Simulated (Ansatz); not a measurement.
# MgO (Fm-3m) on a mismatched substrate

```
Mg O
1.0
     2.07959    2.07959    0.00000
    -2.07959    2.07959    0.00000
     0.00000    2.07959    2.07959
Mg O
1 1
Direct
  0.00000 0.00000 0.00000
  0.50000 0.50000 0.00000
```

This cell was relaxed by PAW under LDA. A film on a (001) substrate is mimicked by stretching x and y by ε∥; the length along z and the atoms then relax by PAW (default files of Ansatz 0.2.0, cutoff 420 eV, stress met within about 0.05 GPa). Stress and levels come from LDA, all-electron LAPW in Ansatz 0.2.0, scalar-relativistic; k mesh 10×10×10, fixed occupations, basis error target 0.5 meV/atom. Conduction levels are in eV over the valence top, at fixed fractional wave vectors.

| ε∥ (%) | ε⊥ (%) | σ∥ (GPa, tension positive) | Γ | L (oblique) | X ∥ z | X ⊥ z | 2nd valence level at Γ | 3rd |
| --- | --- | --- | --- | --- | --- | --- | --- | --- |
| -2.0 | 1.231 | -8.62 | 5.279 | 8.118 | 9.171 | 8.833 | -0.058 | -0.058 |
| -1.0 | ? | ? | ? | ? | ? | ? | ? | ? |
| -0.5 | 0.300 | -2.16 | 5.096 | 8.017 | 9.003 | 8.919 | -0.016 | -0.016 |
| 0.0 | 0.000 | -0.26 | 5.035 | 7.983 | 8.951 | 8.951 | 0.000 | 0.000 |
| 0.5 | -0.300 | 1.51 | 4.958 | 7.933 | 8.884 | 8.968 | 0.000 | -0.017 |
| 1.0 | -0.577 | 3.18 | 4.879 | 7.881 | 8.819 | 8.985 | 0.000 | -0.035 |
| 2.0 | -1.124 | 6.21 | 4.722 | 7.776 | 8.692 | 9.021 | 0.000 | -0.072 |

The last two columns are counted from the highest valence level at Γ.

Problem. How does the film contract along z, and how stiff is it in the plane?

Solution. Quadratic fits through the 6 rows shown have slopes dε⊥/dε∥ = -0.589 and dσ∥/dε∥ = 370.3 GPa at zero strain. Elasticity asks −2C12/C11 = -0.587 and C11 + C12 − 2C12²/C11 = 365.1 GPa, from PAW constants C11 = 325.6, C12 = 95.6 GPa. At the level of the σ∥ column the films keep up to 0.04 GPa along z against the unstrained cell, and the constants are scalar-relativistic PAW values, so part of the difference is the change of level.

Problem. Which shear deformation potential b does the valence splitting give?

Solution. Without spin-orbit coupling the single level moves against the pair by 3b(ε⊥ − ε∥): 0.0161 eV at ε⊥ − ε∥ = 0.00800 and -0.0171 eV at -0.00800, so b = 0.69 eV.

Problem. Fill the row at ε∥ = -1.0 %.

Solution. The fits give ε⊥ = 0.601 % and σ∥ = -4.21 GPa. Computed: ε⊥ (%) = 0.600, σ∥ (GPa, tension positive) = -4.18, Γ = 5.157, L (oblique) = 8.051, X ∥ z = 9.056, X ⊥ z = 8.889, 2nd valence level at Γ = -0.031, 3rd = -0.031. The levels have a kink at zero strain, where another valence state takes the top, so one parabola doesn't fit them.

Problem. How fast does the least gap among these points move on each side of zero strain?

Solution. dE_g/dε∥ is -121 meV per % on the compressed side and -154 on the stretched side, so the gap rises under compression and falls under tension. The lowest conduction level stays at Γ.

Keep in mind: the frozen-core PAW files of the relaxations were fitted under PBE, their cores solved anew for this functional; semilocal gaps are low, and the spacing of valleys can be off by tenths of an eV; levels are read at fixed fractional k, so an edge that moves off these points is missed.
